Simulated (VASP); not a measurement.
A calculation with VASP 6.6.1 of SnO (ASE script, structure from a POSCAR):

run.py

```python
from ase.calculators.vasp import Vasp
from ase.dft.bandgap import bandgap
from ase.io import read

atoms = read('POSCAR')
calc = Vasp(
    directory='calc',
    xc='lda',
    pp='LDA',
    setups='recommended',
    pp_version='54',
    prec='Accurate',
    encut=520,
    ediff=1e-07,
    ismear=0,
    sigma=0.1,
    lreal=False,
    lasph=True,
    nelm=100,
    algo='Normal',
    isif=2,
    lwave=False,
    lcharg=False,
    kpts=[7, 7, 6],
    gamma=True,
)
atoms.calc = calc

print('energy (eV):', atoms.get_potential_energy())
print('free energy (eV):', atoms.get_potential_energy(force_consistent=True))
print('forces (eV/A):')
print(atoms.get_forces())
print('stress (eV/A^3, Voigt):', atoms.get_stress())
print('Fermi level (eV):', calc.get_fermi_level())
gap, top, bottom = bandgap(calc)
print('band gap (eV):', gap, 'from (spin, k, band)', top, 'to', bottom)
```

Contents of POSCAR:

```
SnO
1.0
    3.8136952200      0.0000000000      0.0000000000
    0.0000000000      3.8136952200      0.0000000000
    0.0000000000      0.0000000000      4.8869133000
Sn O
2 2
Direct
    0.5000000000      0.0000000000      0.7646261400
    0.0000000000      0.5000000000      0.2353738600
    0.0000000000      0.0000000000      0.0000000000
    0.5000000000      0.5000000000      0.0000000000
```

Potentials or basis: VASP PAW LDA potentials, release 54 (Sn_d, O).

Run with:

```sh
$ python run.py
```

The cell is a database's computed one.

Write the same calculation in another form: native input, structure from a POSCAR.

As run:

INCAR

```
ALGO = Normal ; EDIFF = 1E-6
ENCUT = 520 ; ISIF = 2
ISMEAR = 0 ; LASPH = T
LCHARG = F ; LREAL = F
LWAVE = F ; NBANDS = 28
NELM = 60 ; PREC = Accurate
SIGMA = 0.1
```

The input KPOINTS:

```
k-points
0
Gamma
  7 7 6
```

Contents of POSCAR:

```
SnO
1.0
    3.8136952200      0.0000000000      0.0000000000
    0.0000000000      3.8136952200      0.0000000000
    0.0000000000      0.0000000000      4.8869133000
Sn O
2 2
Cartesian
    1.9068476100      0.0000000000      3.7366616531
    0.0000000000      1.9068476100      1.1502516469
    0.0000000000      0.0000000000      0.0000000000
    1.9068476100      1.9068476100      0.0000000000
```

Potentials or basis: VASP PAW LDA potentials, release 54 (Sn_d, O).

The run is started by

```console
$ cat potpaw_LDA.54/Sn_d/POTCAR potpaw_LDA.54/O/POTCAR > POTCAR
$ mpirun -np 1 vasp_std > vasp.out
```

Both were run:

|  | ASE script, structure from a POSCAR | native input, structure from a POSCAR |
| --- | --- | --- |
| Pressure | -3.0 GPa | -3.0 GPa |
| Largest force | 0.130 eV/Å | 0.130 eV/Å |
| Band gap on the k mesh | 0.44 eV, indirect (least direct gap 1.96 eV) | 0.44 eV, indirect (least direct gap 1.96 eV) |

Keys that steer only the numerical path or the files written may differ.

Caveat: spin-orbit coupling is left out, which moves the levels of the heavy elements; an odd mesh through Γ misses points on the zone boundary, where band edges often lie.
